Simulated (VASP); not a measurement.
Input of a VASP 6.6.1 run:

INCAR

```
SYSTEM = CaF2
PREC = Accurate
ENCUT = 520
EDIFF = 1E-6
ISMEAR = 0
SIGMA = 0.02
LREAL = .FALSE.
LASPH = .TRUE.
NELM = 100
ALGO = Normal
ISIF = 2
LWAVE = .FALSE.
LCHARG = .FALSE.
GGA = PS
NBANDS = 19
```

Contents of KPOINTS:

```
regular mesh
0
G
  8 8 8
  0 0 0
```

File POSCAR:

```
CaF2
1.0
    0.0000000000      2.7103834723      2.7103834723
    2.7103834723      0.0000000000      2.7103834723
    2.7103834723      2.7103834723      0.0000000000
Ca F
1 2
Direct
    0.0000000000      0.0000000000      0.0000000000
    0.2500000000      0.2500000000      0.2500000000
    0.7500000000      0.7500000000      0.7500000000
```

Potentials or basis: VASP PAW PBE potentials, release 64 (Ca_sv, F).

Run with:

```console
$ cat potpaw_PBE.64/Ca_sv/POTCAR potpaw_PBE.64/F/POTCAR > POTCAR
$ mpirun -np 1 vasp_std > vasp.out
```

(1) Estimate the band gap on the k mesh.

(2) Predict the pressure.

Answers

(1) 7.22 eV, indirect (least direct gap 7.49 eV).

(2) 0.3 GPa.

Caveat: the PAW data sets were made with another functional, which shifts forces and pressure a little.
